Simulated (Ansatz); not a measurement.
**Generalised stacking fault in Ge**

The calculation used Ansatz, DFT r2SCAN, scalar-relativistic, plane waves, PAW. The runs took a 500 eV cutoff, a Γ-centred 10×10×3 mesh and Gaussian smearing (0.03 eV). No spin polarisation. Energies are free energies at this smearing, counted from the undisturbed cell; pressure is positive in compression.

The starting cell (relaxed at this level; this form isn't the usual structure):

```
Ge
1.0
    -3.99565    0.00000    0.00000
    -1.99782   -3.46033    0.00000
     0.00000    0.00000   13.20542
Ge
8
Direct
  0.66667 0.66667 0.65649
  0.66667 0.66667 0.15649
  0.33333 0.33333 0.90649
  0.33333 0.33333 0.40649
  0.66667 0.66667 0.84351
  0.66667 0.66667 0.34351
  0.33333 0.33333 0.09351
  0.33333 0.33333 0.59351
```

The cut lies on the cell's a–b face, a (0 0 1) plane (indices in the standard cell, whose axes needn't be the Cartesian ones shown) of area 13.83 Å², between layers 2.47 Å apart. Vector c is tilted by f times 1·a + 1·b (length 6.921 Å) with the atoms' Cartesian places fixed: one unrelaxed fault a cell.

```
     f  γ (mJ/m²) shear traction, the slope of γ along the slip (GPa) gap on the mesh (eV)
0.0000          0                                                  0.0                  0.10
0.0833        170                                                  6.2                  0.19
0.1667        722                                                 12.4                  0.00
0.2500       1449                                                 11.1                  0.00
0.3333       1774                                                 -0.1                  0.00
0.4167       1631                                                 -2.9                  0.00
0.5000       1539                                                 -0.1                  0.00
```

By symmetry 0.6667 repeats 0.3333, 0.8333 repeats 0.1667 in energy, with the opposite slope along the path.

Cost: 7 runs of about 7.6 core-minutes in all, on Intel Xeon 6975P-C (Granite Rapids) (shared hosts).